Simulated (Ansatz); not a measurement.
# BN: stress in a strained cell

BN is deformed so: equal xx and yy strain of +2 %. What stress and forces result, by LAPW, PAW and all-electron datasets made for the crystal?

Method: DFT PBEsol, scalar-relativistic, in Ansatz 0.2.0.

### Step 1. The structure to begin with

The structure is cubic, space group F-43m (No. 216). The conventional cell has a = 3.615 Å, b = 3.615 Å, c = 3.615 Å, α = 90.00°, β = 90.00°, γ = 90.00°. Around B (site symmetry -43m) lie 4 N at 1.57 Å. N (site symmetry -43m) is surrounded by 4 B at 1.57 Å.

As a file:

```cif
data_structure
_symmetry_space_group_name_H-M 'P 1'
_symmetry_Int_Tables_number 1
_cell_length_a 2.5562
_cell_length_b 2.5562
_cell_length_c 2.5562
_cell_angle_alpha 60.000
_cell_angle_beta 60.000
_cell_angle_gamma 60.000
_cell_volume 11.81
loop_
_atom_site_label
_atom_site_type_symbol
_atom_site_fract_x
_atom_site_fract_y
_atom_site_fract_z
_atom_site_occupancy
B1 B 0.00000 0.00000 0.00000 1
N1 N 0.75000 0.75000 0.75000 1
```

Atoms are numbered in the order of the input: B1, N2.

### Step 2. The deformed structure

Space group F-43m before, I-4m2 after.

### Step 3. LAPW, all electrons

input.yaml

```yaml
crystal:
  lattice:
    - [0.0, 1.84365, 1.8075]
    - [1.84365, 0.0, 1.8075]
    - [1.84365, 1.84365, 0.0]
  atoms:
    - { symbol: B, position: [0.0, 0.0, 0.0] }
    - { symbol: "N", position: [0.75, 0.75, 0.75] }
kpoints:
  mp_grid: { grid: [13, 13, 13] }
  band_path:
    path:
      - [0.0, 0.0, 0.0]
      - [0.0, 0.5, 0.5]
      - [0.25, 0.75, 0.5]
      - [0.0, 0.5, 0.0]
      - [0.0, 0.0, 0.0]
      - [0.5, 0.5, 0.0]
      - [0.38005, 0.61995, 0.0]
      - [-0.38005, 0.38005, 0.0]
      - [0.0, 0.0, 0.0]
    npoints: 5
scf:
  occupations: { method: fermi_dirac, width: 0.03 }
hamiltonian:
  xc: pbesol
  pseudopotentials: { kind: all_electron, lapw: { basis_error: 0.001 } }
output:
  forces: true
  stress: true
  eigenvalues: true
```

The run is started by

```bash
ansatz run input.yaml --threads 1 --pin off --max-ram 3072MiB --backend cpu --events-out ev --progress --plain --runs-dir out
```

### Step 4. PAW on the default files

input.yaml

```yaml
crystal:
  lattice:
    - [0.0, 1.84365, 1.8075]
    - [1.84365, 0.0, 1.8075]
    - [1.84365, 1.84365, 0.0]
  atoms:
    - { symbol: B, position: [0.0, 0.0, 0.0] }
    - { symbol: "N", position: [0.75, 0.75, 0.75] }
kpoints:
  mp_grid: { grid: [13, 13, 13] }
scf:
  occupations: { method: fermi_dirac, width: 0.03 }
hamiltonian:
  xc: pbesol
  pseudopotentials: { kind: paw }
output:
  forces: true
  stress: true
  eigenvalues: true
  efg: { contact_densities: true }
```

### Step 5. All-electron PAW on datasets made for the crystal

Changes to input.yaml since step 4:

```diff
@@ -14,3 +14,3 @@
   xc: pbesol
-  pseudopotentials: { kind: paw }
+  pseudopotentials: { kind: all_electron, datasets: crystal }
 output:
```

(Steps that only read results are left out.)

**Question.** What will these runs give? Wanted: pressure; largest shear or deviatoric stress.

The runs gave:

```
                                 quantity                                                 value
                                 pressure  LAPW -16.74, PAW -16.73, crystal datasets -16.74 GPa
largest shear or deviatoric stress (LAPW)                                              7.51 GPa
```

What this shows: The largest part of the stress beyond the pressure is 7.51 GPa in size, in the zz component; the atoms are carried along and not relaxed. No run of the undeformed cell stands beside it, so the pressure holds what the given cell had before the change. PAW: stress within 0.01 GPa of LAPW. Crystal datasets: stress within 0.01 GPa of LAPW.
